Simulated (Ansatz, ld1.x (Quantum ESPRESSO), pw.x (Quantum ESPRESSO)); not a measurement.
## Tc: does the TM potential hold in the solid?

technetium (Tc), norm-conserving Troullier–Martins (Kleinman–Bylander form), made with ld1.x (Quantum ESPRESSO) 7.5 (PBE, scalar-relativistic). Core [Kr], reference 4d5 5s1.75 5p0.25. Waves: 5s (bound): rc 2.50 bohr; 5p (bound): rc 3.80 bohr; 4d (bound): rc 2.35 bohr. Local part: all-electron potential smoothed inside 2.75 bohr (lloc = -2). Core correction: Bessel-smoothed model core, default radius (core density twice the valence density).

Atomic tests: cutoffs needed: 35 Ry and 40 Ry (the cutoffs (Ry, on a coarse ladder) from which the occupation-weighted sum of valence levels, in a spherical-Bessel basis at the reference potential, stays within 10 and 1 mRy of its value at 400 Ry); ghost test: no extra level below or beside the all-electron valence levels (s, p, d, f tested) (spherical-Bessel basis up to 400 Ry, 20 bohr box); largest excitation error: -86 meV (all-electron minus pseudo) for 4d4 5s2 5p0, out of 7 test configurations.

Crystal test: bcc Tc in pw.x 7.5, no spin, 15³ k-points, Fermi–Dirac smearing 0.01 Ry, cutoffs 50/200 Ry. The reference is all-electron LAPW (Ansatz 0.2.0) with the same functional, mesh and smearing; V0 and B0 come from Birch–Murnaghan fits to the pressures at five volumes. Errors are pseudo minus all-electron; Δ is the rms difference of the E(V) curves that follow from these fits, minima aligned, over ±6 % about the mean V0. Mesh and smearing are coarse, so the numbers serve the comparison and aren't converged zero-temperature values; the lattice is a test structure that the element need not adopt.

All-electron: a0 = 3.083 Å (V0 = 14.65 Å³/atom), B0 = 289.0 GPa.

**Question.** How far does the potential miss the all-electron equation of state?

**Answer.** mean pressure error (GPa): +11.94; a0 (Å): 3.122; a0 error (%): +1.28; B0 error (%): -2.4; Δ (meV/atom): 35.7. The largest radius (3.80 bohr) exceeds half the bond length (2.52 bohr), so the spheres overlap, which is one possible source of error among others. This is a poor potential for the solid.

```json
{"V (Å³/atom)": "13.899", "P all-electron (GPa)": "17.20", "P pseudo (GPa)": "31.59"}
{"V (Å³/atom)": "14.265", "P all-electron (GPa)": "8.23", "P pseudo (GPa)": "21.26"}
{"V (Å³/atom)": "14.631", "P all-electron (GPa)": "0.42", "P pseudo (GPa)": "12.23"}
{"V (Å³/atom)": "14.997", "P all-electron (GPa)": "-6.37", "P pseudo (GPa)": "4.35"}
{"V (Å³/atom)": "15.363", "P all-electron (GPa)": "-12.28", "P pseudo (GPa)": "-2.53"}
```

**Question.** At the middle volume, how do free energy and pressure move when the wave cutoff is lowered (ecutrho kept at four times it)?

**Answer.**

```
cutoff (Ry)  shift of F (meV/atom)  shift of P (GPa)
         22                +4441.3           -181.16
         30                 +403.9            -30.12
         40                   +4.7             -0.80
```

The run at the middle volume (120 k-points, 7 iterations) took about 9 s on one core of a shared host (Neoverse-V1, 32 threads, 247 GiB, load 26).
